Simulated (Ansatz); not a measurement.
# A vibration from a frozen displacement in CdSe

Method: DFT PBE, scalar-relativistic, plane waves, PAW in Ansatz 0.2.0. The runs took a 420 eV cutoff, a Γ-centred 6×6×4 mesh and Gaussian smearing (0.05 eV). No spin polarisation. Energies are free energies at this smearing, counted from the undisturbed cell; pressure is positive in compression.

Zero of the scan (as given, not relaxed at this level; it stands at 3.0 GPa):

```xyz
4
Lattice="4.2985 0.0000 0.0000 -2.1492 3.7226 0.0000 0.0000 0.0000 7.0152" Properties=species:S:1:pos:R:3 pbc="T T T"
Cd    2.1492    1.2409    0.0000
Cd    0.0000    2.4817    3.5076
Se    2.1492    1.2409    2.6307
Se    0.0000    2.4817    6.1383
```

Every Se atom is moved by x along the Cartesian unit vector (0.707, -0.707, 0.000); the cell and all other atoms stay fixed. The cell's volume is 112.25 Å³; the moved atoms weigh 157.942 u together and the others 224.828 u. Some rows repeat others by symmetry and weren't run.

```
  x (Å)  ΔE (meV/cell) total force on the moved atoms along the move (eV/Å) pressure (GPa)
-0.3000         487.41                                                3.4474          4.9159
-0.2625         367.86                                                2.9344          4.4536
-0.2250         266.90                                                2.4549          4.0592
-0.1875         183.38                                                2.0036          3.7297
-0.1500         116.34                                                1.5755          3.4634
-0.1125          65.00                                                1.1657          3.2582
-0.0750          28.75                                                0.7695          3.1125
-0.0375           7.17                                                0.3825          3.0256
 0.0000           0.00                                                0.0000          2.9966
 0.0375           7.17                                               -0.3825          3.0256
 0.0750          28.75                                               -0.7695          3.1125
 0.1125          65.00                                               -1.1657          3.2582
 0.1500         116.34                                               -1.5755          3.4634
 0.1875         183.38                                               -2.0036          3.7297
 0.2250         266.90                                               -2.4549          4.0592
 0.2625         367.86                                               -2.9344          4.4536
 0.3000         487.41                                               -3.4474          4.9159
```

Question: What frequency belongs to this motion?

Answer: The force constant is k = −dF/dx = 10.199 eV/Å², from the parabola through x = -0.0375, 0 and 0.0375. In every cell the moved atoms swing against the rest, so the mass is μ = m₁m₂/(m₁ + m₂) = 92.771 u, and ν̃ = 521.5 cm⁻¹ × √(|k|/μ) = 173 cm⁻¹, at this cell's pressure of 3.0 GPa. To first order in x, and within 1 %, the force on every atom lies along the move and, within each of the two groups, in proportion to the atom's mass, so this is itself a mode at the zone centre of this cell, taken without macroscopic field (the transverse frequency in a polar insulator).

Question: How far does the harmonic law reach?

Answer: At x = -0.300 Å, kx²/2 = 458.97 meV against the computed 487.41 meV (+6.2 %): the well is still close to harmonic there.

Question: The pressure changes with x². What does that say about the frequency under compression?

Answer: With E = k(V)x²/2, k ∝ V^(−2γ) and x scaling with the cell as V^(1/3), P − P0 = −∂E/∂V = (2γ − 2/3) ΔE/V. At x = 0.0750 Å, V(P − P0) = 112.25 × 0.11592 / 160.2 eV = 81.22 meV and ΔE = 28.75 meV, so γ = 1/3 + V(P − P0)/(2ΔE) = 1.75. This is the Grüneisen parameter of the motion under uniform scaling of the cell: shrinking the cell evenly by 1 % in volume raises the frequency by about 1.75 %.